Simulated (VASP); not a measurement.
# TiNi (Pm-3m) in VASP: a series of runs

Aim: see how the results for TiNi move with the level of theory and the settings. Levels: PBEsol, LDA. Tasks: single point.

Everything below comes from runs of VASP 6.6.1. Logs are shortened: lines on timing, memory, paths and dates and some standing lists are left out, and cuts for length are marked.

## 1. Starting point

It takes space group Pm-3m (No. 221, cubic). The conventional cell has a = 2.988 Å, b = 2.988 Å, c = 2.988 Å, α = 90.00°, β = 90.00°, γ = 90.00°. Ti (site symmetry m-3m) has 8 Ni at 2.59 Å as nearest neighbours. Ni (site symmetry m-3m) has 8 Ti at 2.59 Å as nearest neighbours.

The cell comes from a database or a generator and needn't be the stable form of this composition.

## 2. Single point, PBEsol

The input, INCAR:

```
SYSTEM = TiNi
ALGO = Normal
EDIFF = 1E-6
ENCUT = 520
GGA = PS
ISIF = 2
ISMEAR = -1
LASPH = .TRUE.
LCHARG = .FALSE.
LREAL = .FALSE.
LWAVE = .FALSE.
NBANDS = 18
NELM = 100
PREC = Accurate
SIGMA = 0.05
```

The input, KPOINTS:

```
k-points
0
G
  14 14 14
  0 0 0
```

The input, POSCAR:

```
TiNi
1.0
    2.9880661300      0.0000000000      0.0000000000
    0.0000000000      2.9880661300      0.0000000000
    0.0000000000      0.0000000000      2.9880661300
Ti Ni
1 1
Direct
    0.5000000000      0.5000000000      0.5000000000
    0.0000000000      0.0000000000      0.0000000000
```

Potentials or basis: VASP PAW PBE potentials, release 64 (Ti_sv, Ni).

On the command line:

```sh
$ cat potpaw_PBE.64/Ti_sv/POTCAR potpaw_PBE.64/Ni/POTCAR > POTCAR
$ mpirun -np 1 vasp_std > vasp.out
```

OUTCAR:

```text
SYSTEM = TiNi
   EDIFF = 1E-6
   ENCUT = 520
   GGA = PS
   ISIF = 2
   ISMEAR = -1
   LASPH = .TRUE.
   LREAL = .FALSE.
   NELM = 100
   PREC = Accurate

 ion  position               nearest neighbor table
   1  0.500  0.500  0.500-   2 2.59   2 2.59   2 2.59   2 2.59   2 2.59   2 2.59   2 2.59   2 2.59

   2  0.000  0.000  0.000-   1 2.59   1 2.59   1 2.59   1 2.59   1 2.59   1 2.59   1 2.59   1 2.59

  LATTYP: Found a simple cubic cell.
 ALAT       =     2.9880661300

  Lattice vectors:

 A1 = (   2.9880661300,   0.0000000000,   0.0000000000)
 A2 = (   0.0000000000,   2.9880661300,   0.0000000000)
 A3 = (   0.0000000000,   0.0000000000,   2.9880661300)

Analysis of symmetry for initial positions (statically):
=====================================================================
 Subroutine PRICEL returns:
 Original cell was already a primitive cell.

 Routine SETGRP: Setting up the symmetry group for a
 simple cubic supercell.

 Subroutine GETGRP returns: Found 48 space group operations
 (whereof 48 operations were pure point group operations)
 out of a pool of 48 trial point group operations.

The static configuration has the point symmetry O_h .

Analysis of symmetry for dynamics (positions and initial velocities):
=====================================================================
 Subroutine PRICEL returns:
 Original cell was already a primitive cell.

 Routine SETGRP: Setting up the symmetry group for a
 simple cubic supercell.

 Subroutine GETGRP returns: Found 48 space group operations
 (whereof 48 operations were pure point group operations)
 out of a pool of 48 trial point group operations.

The dynamic configuration has the point symmetry O_h .

 Subroutine INISYM returns: Found 48 space group operations
 (whereof 48 operations are pure point group operations),
 and found     1 'primitive' translations

----------------------------------------------------------------------------------------

                                     Primitive cell

  volume of cell :      26.6791

  direct lattice vectors                    reciprocal lattice vectors
     2.988066130  0.000000000  0.000000000     0.334664615  0.000000000  0.000000000
     0.000000000  2.988066130  0.000000000     0.000000000  0.334664615  0.000000000
     0.000000000  0.000000000  2.988066130     0.000000000  0.000000000  0.334664615

  length of vectors
     2.988066130  2.988066130  2.988066130     0.334664615  0.334664615  0.334664615

  position of ions in fractional coordinates (direct lattice)
[... 79 lines left out ...]
   EDIFF  = 0.1E-05   stopping-criterion for ELM
   LREAL  =      F    real-space projection
   EDIFFG = 0.1E-04   stopping-criterion for IOM
   NSW    =      0    number of steps for IOM
   IBRION =     -1    ionic relax: 0-MD 1-quasi-New 2-CG
   NFREE  =      0    steps in history (QN), initial steepest desc. (CG)
   ISIF   =      2    stress and relaxation
   ISYM   =      2    0-nonsym 1-usesym 2-fastsym
   POTIM  = 0.5000    time-step for ionic-motion
   TEBEG  =    0.0;   TEEND  =   0.0 temperature during run
   PSTRESS=    0.0 pullay stress
   NELECT =      22.0000    total number of electrons
   NUPDOWN=      -1.0000    fix difference up-down
   EMIN   =  10.00;   EMAX   =-10.00  energy-range for DOS
   EFERMI =   0.00;   METHOD = LEGACY
   ISMEAR =    -1;   SIGMA  =   0.05  broadening in eV -4-tet -1-fermi 0-gaus
   EFERMI_NEDOS =   21; number of points for ismear=-14 and -15
   IALGO  =     38    algorithm
   IMIX   =      4    mixing-type and parameters
     AMIX     =   0.40;   BMIX     =  1.00
     AMIX_MAG =   1.60;   BMIX_MAG =  1.00
  volume/ion in A,a.u.               =      13.34        90.02
  Fermi-wavevector in a.u.,A,eV,Ry     =   1.535178  2.901067 32.065840  2.356773
  Thomas-Fermi vector in A             =   2.642003
   LORBIT       =      0    0 simple, 1 ext, 2 COOP (PROOUT), +10 PAW based schemes
   GGA     = PS    functional components
   LHFCALC =     F    Hartree Fock is set to
   AEXX    =    0.0000 exact exchange contribution
   IVDW    =     0    specifies the selected vdW correction
   LEPSILON=     F    determine dielectric tensor
   LRPA    =     F    only Hartree local field effects (RPA)
 non-spin polarized calculation
  energy-cutoff  :      520.00
  volume of cell :       26.68
 maximum number of plane-waves:       739
 NGX is ok and might be reduce to    24
   NGX = 11   NGY = 11   NGZ = 11

 number of electron      21.9999986 magnetization

 Free energy of the ion-electron system (eV)
  ---------------------------------------------------
  ext. energy  EPLUGINS =         0.00000000
  ---------------------------------------------------
  free energy    TOTEN  =       -15.20930157 eV

  energy without entropy =      -15.18589544  energy(sigma->0) =      -15.19759851

 E-fermi :   9.4596     XC(G=0): -12.6640

 val. band max:        9.4480540234   @ k =   0.3571   0.2857   0.2857
 cond. band min:       9.4605437791   @ k =   0.3571   0.2143   0.2143
 fundamental gap:      0.0124897556
 Fermi energy:         9.4595702604

 k-point     1 :       0.0000    0.0000    0.0000
  band No.  band energies     occupation
      1     -47.4726      2.00000
      2     -23.6659      2.00000
      3     -23.6659      2.00000
      4     -23.6659      2.00000
      5       1.6358      2.00000
      6       5.5724      2.00000
[... 481 lines left out ...]
      5       4.4004      2.00000
      6       6.0545      2.00000
[... 10 lines left out ...]
     17      18.6518      0.00000
     18      22.8107      0.00000

 [... further k-points ...]

------------------------ aborting loop because EDIFF is reached ----------------------------------------

  FORCE on cell =-STRESS in cart. coord.  units (eV):
  Direction    XX          YY          ZZ          XY          YZ          ZX
  --------------------------------------------------------------------------------------
  -------------------------------------------------------------------------------------
  Total       -0.5171317     -0.5171317     -0.5171317      0.0000000     -0.0000000      0.0000000
  in kB      -31.0556843    -31.0556843    -31.0556843      0.0000000     -0.0000000      0.0000000
  external PRESSURE =     -31.0556843 kB  Pullay stress =       0.0000000 kB

 VOLUME and BASIS-vectors are now :
 -----------------------------------------------------------------------------
  energy-cutoff  :      520.00
  volume of cell :       26.68
      direct lattice vectors                 reciprocal lattice vectors
     2.988066130  0.000000000  0.000000000     0.334664615  0.000000000  0.000000000
     0.000000000  2.988066130  0.000000000     0.000000000  0.334664615  0.000000000
     0.000000000  0.000000000  2.988066130     0.000000000  0.000000000  0.334664615

 POSITION                                       TOTAL-FORCE (eV/Angst)
 -----------------------------------------------------------------------------------
      1.49403      1.49403      1.49403         0.000000      0.000000      0.000000
      0.00000      0.00000      0.00000         0.000000      0.000000      0.000000
 -----------------------------------------------------------------------------------
    total drift:                                0.000000      0.000000     -0.000000

  FREE ENERGIE OF THE ION-ELECTRON SYSTEM (eV)
  ---------------------------------------------------
  free  energy   TOTEN  =       -15.2093015702 eV

  energy  without entropy=      -15.1858954439  energy(sigma->0) =      -15.19759851
```

OSZICAR:

```text
N       E                     dE             d eps       ncg     rms          rms(c)
DAV:   1     0.168767015229E+03    0.16877E+03   -0.11089E+04  4432   0.160E+03
DAV:   2    -0.327624931334E+01   -0.17204E+03   -0.16756E+03  4354   0.358E+02
DAV:   3    -0.172656900070E+02   -0.13989E+02   -0.13770E+02  6702   0.981E+01
DAV:   4    -0.178540735191E+02   -0.58838E+00   -0.58240E+00  5262   0.166E+01
DAV:   5    -0.178736233147E+02   -0.19550E-01   -0.19542E-01  5202   0.295E+00    0.139E+01
DAV:   6    -0.160120185049E+02    0.18616E+01   -0.14492E+01  4764   0.575E+01    0.834E+00
DAV:   7    -0.167791536342E+02   -0.76714E+00   -0.13820E+01  5414   0.460E+01    0.176E+01
DAV:   8    -0.152294766957E+02    0.15497E+01   -0.10888E+01  5470   0.327E+01    0.169E+00
DAV:   9    -0.152191334566E+02    0.10343E-01   -0.28493E-01  6244   0.652E+00    0.154E+00
DAV:  10    -0.152099709977E+02    0.91625E-02   -0.45354E-02  5814   0.277E+00    0.410E-01
DAV:  11    -0.152095676572E+02    0.40334E-03   -0.26510E-03  5394   0.542E-01    0.195E-01
DAV:  12    -0.152093073302E+02    0.26033E-03   -0.83699E-04  6166   0.289E-01    0.342E-02
DAV:  13    -0.152093042908E+02    0.30395E-05   -0.42538E-05  4606   0.596E-02    0.189E-02
DAV:  14    -0.152093025103E+02    0.17804E-05   -0.49416E-06  4766   0.223E-02    0.818E-03
DAV:  15    -0.152093015702E+02    0.94011E-06   -0.12942E-06  2384   0.166E-02
   1 F= -.15209302E+02 E0= -.15197599E+02  d E =-.234061E-01
```

stdout:

```text
POSCAR found type information on POSCAR TiNi
 POSCAR found :  2 types and       2 ions
 scaLAPACK will be used
 -----------------------------------------------------------------------------
|                                                                             |
|                                                                             |
|     You enforced a specific xc type in the INCAR file but a different       |
|     I HOPE YOU KNOW WHAT YOU ARE DOING!                                     |
|                                                                             |
 -----------------------------------------------------------------------------

 LDA part: xc-table for (Slater+PW92), standard interpolation
 POSCAR, INCAR and KPOINTS ok, starting setup
 FFT: planning ... GRIDC
 FFT: planning ... GRID_SOFT
 FFT: planning ... GRID
 WAVECAR not read
 entering main loop
```

Run time: 24 s. Hardware: 1 thread of Intel Xeon Platinum 8375C at 2.90GHz (Ice Lake), shared host; peak memory 0.18 GiB.

Results:

```yaml
Free_energy: -15.2093 eV
Pressure: -3.1 GPa
Band_gap_on_the_k_mesh: none (metal or under the smearing width)
```

Levels at points of the mesh, in eV from the Fermi level:
```tsv
k point	band 7	band 8	band 9	band 10	band 11	band 12	band 13	band 14	band 15	band 16
(0.00, 0.00, 0.00)	-3.89	-1.98	-1.98	-1.98	0.46	0.46	2.62	2.62	2.62	8.68
(0.50, 0.00, 0.00)	-2.74	-2.09	-2.09	-1.68	-0.74	-0.59	0.65	0.65	2.26	3.83
(0.50, 0.50, 0.00)	-2.75	-2.75	-1.28	-0.73	0.50	0.50	0.93	2.32	2.32	3.08
(0.50, 0.50, 0.50)	-2.81	-2.14	-2.14	-2.14	-1.25	-1.25	3.15	3.15	6.21	8.01
```

Caveat: the PAW data sets were made with another functional, which shifts forces and pressure a little. Spin polarisation is off, so any magnetic state and its effect on volume and gap are missing.

## 3. Single point, LDA

The input, INCAR:

```
PREC = Accurate ; ENCUT = 520
EDIFF = 1E-7 ; ISMEAR = -1
SIGMA = 0.05 ; LREAL = False
LASPH = True ; NELM = 100
ALGO = Normal ; ISIF = 2
LWAVE = False ; LCHARG = False
GGA = CA ; NBANDS = 18
```

The input, KPOINTS:

```
Automatic mesh
0
Gamma
  14 14 14
```

POSCAR is that of step 2.

Potentials or basis: VASP PAW LDA potentials, release 64 (Ti_sv, Ni).

On the command line:

```sh
$ cat potpaw_LDA.64/Ti_sv/POTCAR potpaw_LDA.64/Ni/POTCAR > POTCAR
$ mpirun -np 1 vasp_std > vasp.out
```

OUTCAR:

```text
PREC = Accurate
   ENCUT = 520
   EDIFF = 1E-7
   ISMEAR = -1
   LREAL = False
   LASPH = True
   NELM = 100
   ISIF = 2
   GGA = CA

 ion  position               nearest neighbor table
   1  0.500  0.500  0.500-   2 2.59   2 2.59   2 2.59   2 2.59   2 2.59   2 2.59   2 2.59   2 2.59

   2  0.000  0.000  0.000-   1 2.59   1 2.59   1 2.59   1 2.59   1 2.59   1 2.59   1 2.59   1 2.59

  LATTYP: Found a simple cubic cell.
 ALAT       =     2.9880661300

  Lattice vectors:

 A1 = (   2.9880661300,   0.0000000000,   0.0000000000)
 A2 = (   0.0000000000,   2.9880661300,   0.0000000000)
 A3 = (   0.0000000000,   0.0000000000,   2.9880661300)

Analysis of symmetry for initial positions (statically):
=====================================================================
 Subroutine PRICEL returns:
 Original cell was already a primitive cell.

 Routine SETGRP: Setting up the symmetry group for a
 simple cubic supercell.

 Subroutine GETGRP returns: Found 48 space group operations
 (whereof 48 operations were pure point group operations)
 out of a pool of 48 trial point group operations.

The static configuration has the point symmetry O_h .

[... 159 lines left out ...]
  energy without entropy =      -15.83427999  energy(sigma->0) =      -15.84633017

 E-fermi :   9.3428     XC(G=0): -12.8239

 val. band max:        9.3391262472   @ k =   0.5000   0.4286   0.0714
 cond. band min:       9.3481403580   @ k =   0.3571   0.2143   0.2143
 fundamental gap:      0.0090141107
 Fermi energy:         9.3428462519

 k-point     1 :       0.0000    0.0000    0.0000
  band No.  band energies     occupation
      1     -47.1215      2.00000
      2     -23.5968      2.00000
      3     -23.5968      2.00000
      4     -23.5968      2.00000
      5       1.5981      2.00000
      6       5.4544      2.00000
[... 481 lines left out ...]
      5       4.3454      2.00000
      6       5.9476      2.00000
[... 10 lines left out ...]
     17      18.5547      0.00000
     18      22.7595      0.00000

 [... further k-points ...]

------------------------ aborting loop because EDIFF is reached ----------------------------------------

  FORCE on cell =-STRESS in cart. coord.  units (eV):
  Direction    XX          YY          ZZ          XY          YZ          ZX
  --------------------------------------------------------------------------------------
  -------------------------------------------------------------------------------------
  Total       -1.4188664     -1.4188664     -1.4188664     -0.0000000      0.0000000      0.0000000
  in kB      -85.2082163    -85.2082163    -85.2082163     -0.0000000      0.0000000      0.0000000
  external PRESSURE =     -85.2082163 kB  Pullay stress =       0.0000000 kB

 VOLUME and BASIS-vectors are now :
 -----------------------------------------------------------------------------
  energy-cutoff  :      520.00
  volume of cell :       26.68
      direct lattice vectors                 reciprocal lattice vectors
     2.988066130  0.000000000  0.000000000     0.334664615  0.000000000  0.000000000
     0.000000000  2.988066130  0.000000000     0.000000000  0.334664615  0.000000000
     0.000000000  0.000000000  2.988066130     0.000000000  0.000000000  0.334664615

 POSITION                                       TOTAL-FORCE (eV/Angst)
 -----------------------------------------------------------------------------------
      1.49403      1.49403      1.49403         0.000000      0.000000      0.000000
      0.00000      0.00000      0.00000         0.000000      0.000000      0.000000
 -----------------------------------------------------------------------------------
    total drift:                                0.000000      0.000000     -0.000000

  FREE ENERGIE OF THE ION-ELECTRON SYSTEM (eV)
  ---------------------------------------------------
  free  energy   TOTEN  =       -15.8583803557 eV

  energy  without entropy=      -15.8342799897  energy(sigma->0) =      -15.84633017
```

OSZICAR:

```text
N       E                     dE             d eps       ncg     rms          rms(c)
DAV:   1     0.168030753960E+03    0.16803E+03   -0.11104E+04  4432   0.160E+03
DAV:   2    -0.383236527836E+01   -0.17186E+03   -0.16739E+03  4362   0.358E+02
DAV:   3    -0.177317334744E+02   -0.13899E+02   -0.13679E+02  6704   0.979E+01
DAV:   4    -0.183263028049E+02   -0.59457E+00   -0.58848E+00  5260   0.167E+01
DAV:   5    -0.183460011378E+02   -0.19698E-01   -0.19692E-01  5162   0.295E+00    0.128E+01
DAV:   6    -0.162872800099E+02    0.20587E+01   -0.11628E+01  4856   0.509E+01    0.630E+00
DAV:   7    -0.176247236362E+02   -0.13374E+01   -0.12475E+01  5424   0.421E+01    0.189E+01
DAV:   8    -0.158691582386E+02    0.17556E+01   -0.11244E+01  5466   0.329E+01    0.147E+00
DAV:   9    -0.158749500723E+02   -0.57918E-02   -0.21862E-01  6148   0.540E+00    0.166E+00
DAV:  10    -0.158595788265E+02    0.15371E-01   -0.47623E-02  6168   0.292E+00    0.474E-01
DAV:  11    -0.158587559268E+02    0.82290E-03   -0.28119E-03  5924   0.554E-01    0.228E-01
DAV:  12    -0.158583865687E+02    0.36936E-03   -0.10394E-03  5866   0.342E-01    0.398E-02
DAV:  13    -0.158583847081E+02    0.18606E-05   -0.53213E-05  4630   0.634E-02    0.244E-02
DAV:  14    -0.158583812936E+02    0.34145E-05   -0.59791E-06  6076   0.287E-02    0.930E-03
DAV:  15    -0.158583803784E+02    0.91528E-06   -0.19742E-06  6288   0.170E-02    0.197E-03
DAV:  16    -0.158583803557E+02    0.22686E-07   -0.95652E-08  2610   0.263E-03
   1 F= -.15858380E+02 E0= -.15846330E+02  d E =-.241004E-01
```

stdout:

```text
POSCAR found type information on POSCAR TiNi
 POSCAR found :  2 types and       2 ions
 scaLAPACK will be used
 LDA part: xc-table for (Slater(with rela. corr.)+CA(PZ))
 , standard interpolation
 POSCAR, INCAR and KPOINTS ok, starting setup
 FFT: planning ... GRIDC
 FFT: planning ... GRID_SOFT
 FFT: planning ... GRID
 WAVECAR not read
 entering main loop
```

It took 26 s on 1 thread of Intel Xeon Platinum 8375C at 2.90GHz (Ice Lake), shared host; peak memory 0.17 GiB.

Results:

- Free energy: -15.8584 eV
- Pressure: -8.5 GPa
- Band gap on the k mesh: none (metal or under the smearing width)
